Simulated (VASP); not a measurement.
Here is a VASP 6.6.1 calculation.

File INCAR:

```
SYSTEM = Al
PREC     = Accurate       ! precision mode
ENCUT    = 520            ! plane-wave cutoff, eV
EDIFF    = 1E-6           ! SCF threshold, eV
ISMEAR   = 0              ! smearing method
SIGMA    = 0.1            ! smearing width, eV
LREAL    = .False.        ! projectors in reciprocal space
LASPH    = .True.         ! aspherical terms in the spheres
NELM     = 80             ! most SCF steps
ALGO     = Normal         ! electronic algorithm
ISIF     = 2              ! what is computed and relaxed
LWAVE    = .False.        ! write WAVECAR
LCHARG   = .True.         ! write CHGCAR
GGA      = PS             ! functional
LELF     = .True.         ! ELF
LVHAR    = .True.       
LVACPOTAV= .True.
```

File KPOINTS:

```
Automatic mesh
0
Gamma
  16 16 1
  0 0 0
```

The input POSCAR:

```
Al
1.0
    2.8609540367      0.0000000000      0.0000000000
    1.4304770183      2.4776588748      0.0000000000
    0.0000000000      0.0000000000     32.6876735131
Al
9
Direct
    0.3333333333      0.3333333333      0.2141480028
    0.6666666667      0.6666666667      0.2856110021
    0.0000000000      0.0000000000      0.3570740014
    0.3333333333      0.3333333333      0.4285370007
    0.6666666667      0.6666666667      0.5000000000
    0.0000000000      0.0000000000      0.5714629993
    0.3333333333      0.3333333333      0.6429259986
    0.6666666667      0.6666666667      0.7143889979
    0.0000000000      0.0000000000      0.7858519972
```

Potentials or basis: VASP PAW PBE potentials, release 64 (Al).

Launch:

```bash
$ cat potpaw_PBE.64/Al/POTCAR > POTCAR
$ mpirun -np 1 vasp_std > vasp.out
```

Task: Estimate the largest force.

Result: 0.070 eV/Å.

Forces in eV/Å, atoms in the order of the input:
```
Al   0.000  0.000  0.023
Al   0.000  0.000  0.070
Al   0.000  0.000 -0.039
Al   0.000  0.000  0.005
Al   0.000  0.000  0.000
Al   0.000  0.000 -0.005
Al   0.000  0.000  0.039
Al   0.000  0.000 -0.070
Al   0.000  0.000 -0.023
```

Caveat: the PAW data sets were made with another functional, which shifts forces and pressure a little.
